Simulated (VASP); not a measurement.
Wanted: the native input for a VASP 6.6.1 run.

```
Task                   : relaxation of cell and atoms
Functional             : r2SCAN
Potentials or basis    : VASP PAW PBE potentials, release 64 (S, Mg)
Cutoff                 : 600 eV
k mesh                 : 8 × 8 × 8
Occupations            : gaussian, width 0.02 eV
Spin                   : no spin polarisation
Ladder                 : gaps
Further INCAR settings : ALGO = Normal; EDIFF = 1e-06; IBRION = 2; EDIFFG = -0.01; NSW = 40; ISIF = 3
```

The structure of MgS lies in POSCAR:

```
MgS
1.0
    0.0000000000      2.8331200468      2.8331200468
    2.8331200468      0.0000000000      2.8331200468
    2.8331200468      2.8331200468      0.0000000000
S Mg
1 1
Direct
    0.2500000000      0.2500000000      0.2500000000
    0.0000000000      0.0000000000      0.0000000000
```

The cell comes from a database or a generator and needn't be the stable form of this composition.

One way to write it, as run:

INCAR

```
SYSTEM = MgS
  PREC = Accurate
  ENCUT = 600
  EDIFF = 1E-6
  ISMEAR = 0
  SIGMA = 0.02
  LREAL = .False.
  LASPH = .True.
  NELM = 80
  ALGO = Normal
  ISIF = 3
  LWAVE = .False.
  LCHARG = .False.
  METAGGA = R2SCAN
  LMIXTAU = .True.
  IBRION = 2
  NSW = 40
  EDIFFG = -0.01
```

KPOINTS

```
regular mesh
0
Gamma
  8 8 8
  0 0 0
```

Potentials or basis: VASP PAW PBE potentials, release 64 (S, Mg).

Run with:

```bash
$ cat potpaw_PBE.64/S/POTCAR potpaw_PBE.64/Mg/POTCAR > POTCAR
$ mpirun -np 1 vasp_std > vasp.out
```

It gave:

```yaml
Relaxed_volume: 22.59 Å³/atom
Relaxed_cell: a = 3.998 Å, b = 3.998 Å, c = 3.998 Å, α = 60.00°, β = 60.00°, γ = 60.00°
Space_group_after_relaxing_to_0.05_Å: F-43m (No. 216)
Energy_gained_by_relaxing: 0.2 meV/atom
Ionic_steps: 3
Pressure_after_relaxing: 0.0 GPa
Band_gap_on_the_k_mesh: 4.15 eV, direct
```

Caveat: the PAW data sets were made with another functional, which shifts forces and pressure a little.

Run time: 2.1 min on 1 thread of Intel(R) Xeon(R) Platinum 8375C CPU @ 2.90GHz (Ice Lake) (shared host), peak memory 0.2 GiB.
